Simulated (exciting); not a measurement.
**Fitting the PBEsol energy curve of Tc**

```cif
data_structure
_symmetry_space_group_name_H-M 'Fm-3m'
_symmetry_Int_Tables_number 225
_cell_length_a 3.9000
_cell_length_b 3.9000
_cell_length_c 3.9000
_cell_angle_alpha 90.000
_cell_angle_beta 90.000
_cell_angle_gamma 90.000
_cell_volume 59.32
loop_
_atom_site_label
_atom_site_type_symbol
_atom_site_symmetry_multiplicity
_atom_site_Wyckoff_symbol
_atom_site_fract_x
_atom_site_fract_y
_atom_site_fract_z
_atom_site_occupancy
Tc1 Tc 4 a 0.00000 0.00000 0.00000 1
```

This isn't the form of Tc at room conditions, which is hcp.

The cell was scaled at fixed shape and fractions and run with exciting, all-electron LAPW+lo, shipped species files, valence relativity iora*; PBEsol, k mesh 12 × 12 × 12 on the cell of 1 atom, fermi-dirac occupations of 0.05 eV, no spin polarisation, no spin-orbit coupling. Energies are those that the program minimises, any entropy of the smearing included. For a metal such a mesh isn't converged to the digits shown.

```tsv
V (Å³/atom)	energy over the lowest row (meV/atom)
13.9400	0.38
14.2366	0.00
14.5332	11.91
14.8297	?
15.1263	66.48
15.4229	106.78
15.7195	154.95
```

Fit the third-order Birch-Murnaghan form, give V0, B0 and B′, and predict the energy left open.

With y = (V0/V)^(2/3), E = E0 + (9 V0 B0/16) [(y - 1)³ B′ + (y - 1)² (6 - 4y)]. Least squares through the rows shown give V0 = 14.0932 Å³/atom, E0 = -1.39 meV, B0 = 327.6 GPa (1 eV/Å³ = 160.218 GPa) and B′ = 4.63, with a largest miss of 0.13 meV, so B0 and B′ are loose. At V = 14.8297 the form with these constants gives 34.37 meV; the run gave 34.44 meV an atom.
